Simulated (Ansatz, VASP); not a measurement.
## One calculation of CuO, two programs

The input INCAR:

```
SYSTEM = CuO
PREC = Accurate
ENCUT = 520
EDIFF = 1E-6
ISMEAR = -1
SIGMA = 0.05
LREAL = .False.
LASPH = .True.
NELM = 80
ALGO = Normal
ISIF = 2
LWAVE = .False.
LCHARG = .False.
GGA = PE
NBANDS = 25
```

The input KPOINTS:

```
Automatic mesh
0
Gamma
  8 8 6
  0 0 0
```

The input POSCAR:

```
CuO
1.0
    3.1541828075      0.0000000000      0.0000000000
    0.0000000000      3.1541828075      0.0000000000
    0.0000000000      0.0000000000      4.6183260179
Cu O
2 2
Direct
    0.0000000000      0.0000000000      0.0000000000
    0.5000000000      0.5000000000      0.0000000000
    0.5000000000      0.0000000000      0.2670000000
    0.0000000000      0.5000000000      0.7330000000
```

File input.yaml:

```yaml
crystal:
  lattice:
    - [3.1541828075, 0.0, 0.0]
    - [0.0, 3.1541828075, 0.0]
    - [0.0, 0.0, 4.6183260179]
  atoms:
    - { symbol: Cu, position: [0.0, 0.0, 0.0] }
    - { symbol: Cu, position: [0.5, 0.5, 0.0] }
    - { symbol: O, position: [0.5, 0.0, 0.267] }
    - { symbol: O, position: [0.0, 0.5, 0.733] }
hamiltonian:
  xc: pbe
  pseudopotentials: { kind: paw }
kpoints:
  mp_grid: { grid: [8, 8, 6] }
scf:
  occupations: { method: fermi_dirac, width: 0.05 }
output:
  forces: true
  stress: true
  eigenvalues: true
  write_density: true
  write_potential: true
  elf: true
  volumetric_format: npy
```

The cell was built by a generator and needn't be a form met in nature.

Alike in both runs: task single point; functional PBE; k mesh 8 × 8 × 6; occupations fermi-dirac, width 0.05 eV; no spin polarisation.

|  | VASP | Ansatz |
| --- | --- | --- |
| version | VASP 6.6.1 | Ansatz 0.2.0 |
| potentials or method | VASP PAW PBE potentials, release 64 (Cu, O) | Ansatz PAW |
| plane-wave cutoff (eV) | 520 | 420 |
| valence electrons in the cell | 34 | 50 |

|  | VASP | Ansatz | Ansatz less VASP |
| --- | --- | --- | --- |
| gap on the k mesh at the Fermi level (eV) | none | none | - |
| pressure (GPa) | 21.4 | 20.6 | -0.76 |
| largest component of the traceless stress (GPa) | 26.98 | 26.79 | -0.185 |
| rms of the force components (eV/Å) | 0.230 | 0.267 | +0.0374 |

Atom by atom the forces differ by 0.037 eV/Å (rms over components). A gap of «none» marks a metal or a gap that the smearing closes. With one functional, cell and mesh, what is left measures potentials, basis and numerics. The two sets of potentials don't hold the same shells in valence.

Caveats: the run has no spin polarisation, though such a crystal can be magnetic; semilocal functionals often make such compounds metallic where correlation or magnetic order opens a gap, which also shifts bond lengths; so large a pressure means that the cell lies far from this level's equilibrium, or that cutoff or potentials fall short (VASP); the pressure holds a Pulay correction of +0.7 GPa for the finite cutoff (Ansatz).
